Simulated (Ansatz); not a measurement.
# RuS2: the cost of one run

Method: DFT PBE+U (U_eff = 3 eV on Ru d), plane waves, PAW, in Ansatz 0.2.0.

## (1) The structure to begin with

The structure is trigonal, space group R-3m (No. 166). The conventional cell has a = 3.629 Å, b = 3.629 Å, c = 16.458 Å, α = 90.00°, β = 90.00°, γ = 120.00°. Around Ru (site symmetry -3m) lie 6 S at 2.49 Å. Around S (site symmetry 3m) lie 3 Ru at 2.49 Å.

Structure file:

```
Ru S
1.0
     1.81455   -1.04763   10.97214
    -1.81455   -1.04763   10.97214
     0.00000   -4.19052   10.97214
Ru S
2 4
Direct
  0.00000 0.00000 0.00000
  0.00000 0.00000 0.50000
  0.25200 0.25200 0.87400
  0.74800 0.74800 0.62600
  0.25200 0.25200 0.37400
  0.74800 0.74800 0.12600
```

Magnetic order typed: antiferromagnetic, doubled cell 1/2 1/2 1/2.

An earlier series on this cell reached its lowest free state from «from atoms, symmetry kept, no search», perhaps among other starts.

## (2) Random orbitals: single harmonics, second filling

Contents of input.yaml:

```yaml
crystal:
  lattice:
    - [1.8145504, -1.04763116, 10.97213852]
    - [-1.8145504, -1.04763116, 10.97213852]
    - [0.0, -4.19052464, 10.97213852]
  atoms:
    - { symbol: Ru, position: [0.0, 0.0, 0.0], spin: 2.0 }
    - { symbol: S, position: [0.252, 0.252, 0.874] }
    - { symbol: S, position: [0.748, 0.748, 0.626] }
    - { symbol: Ru, position: [0.0, 0.0, 0.5], spin: -0.3 }
    - { symbol: S, position: [0.252, 0.252, 0.374] }
    - { symbol: S, position: [0.748, 0.748, 0.126] }
basis:
  ecutwfc: 420
  ecutrho_ratio: 4
kpoints:
  mp_grid: { grid: [6, 6, 6] }
hamiltonian:
  xc: pbe
  hubbard:
    sites:
      - { site: 0, l: d, u_eff: 3.0, starting_ns: [{ spin: up, occupation_matrix: s0up }, { spin: down, occupation_matrix: s0down }] }
      - { site: 3, l: d, u_eff: 3.0, starting_ns: [{ spin: up, occupation_matrix: s3up }, { spin: down, occupation_matrix: s3down }] }
    occupation_matrices:
      s0up:
        matrix:
          - [0.02, 0.0, 0.0, 0.0, 0.0]
          - [0.0, 0.97, 0.0, 0.0, 0.0]
          - [0.0, 0.0, 0.02, 0.0, 0.0]
          - [0.0, 0.0, 0.0, 0.97, 0.0]
          - [0.0, 0.0, 0.0, 0.0, 0.97]
      s0down:
        matrix:
          - [0.02, 0.0, 0.0, 0.0, 0.0]
          - [0.0, 0.97, 0.0, 0.0, 0.0]
          - [0.0, 0.0, 0.02, 0.0, 0.0]
          - [0.0, 0.0, 0.0, 0.02, 0.0]
          - [0.0, 0.0, 0.0, 0.0, 0.02]
      s3up:
        matrix:
          - [0.02, 0.0, 0.0, 0.0, 0.0]
          - [0.0, 0.97, 0.0, 0.0, 0.0]
          - [0.0, 0.0, 0.02, 0.0, 0.0]
          - [0.0, 0.0, 0.0, 0.97, 0.0]
          - [0.0, 0.0, 0.0, 0.0, 0.02]
      s3down:
        matrix:
          - [0.02, 0.0, 0.0, 0.0, 0.0]
          - [0.0, 0.02, 0.0, 0.0, 0.0]
          - [0.0, 0.0, 0.02, 0.0, 0.0]
          - [0.0, 0.0, 0.0, 0.97, 0.0]
          - [0.0, 0.0, 0.0, 0.0, 0.97]
    ns_hold: { iters: 12 }
scf:
  occupations: { method: gaussian, width: 0.05 }
  lower_state_search: "off"
  max_iter: 150
output:
  forces: true
  stress: true
  eigenvalues: true
  populations: true
  hubbard: { sites: [{ site: 0, l: d }, { site: 3, l: d }] }
magnetization:
  spin_polarized: true
```

The typed matrices put 0.97 on the chosen orbitals and 0.02 on the others, and are held for 12 cycles.

Started as:

```
ansatz run input.yaml --threads 4 --pin off --max-ram 6144MiB --backend cpu --events-out ev --progress --plain --runs-dir out
```

What time and memory should one allow on 4 threads of Arm Neoverse N1, shared host?

About 69 s, with a peak of 0.87 GiB.
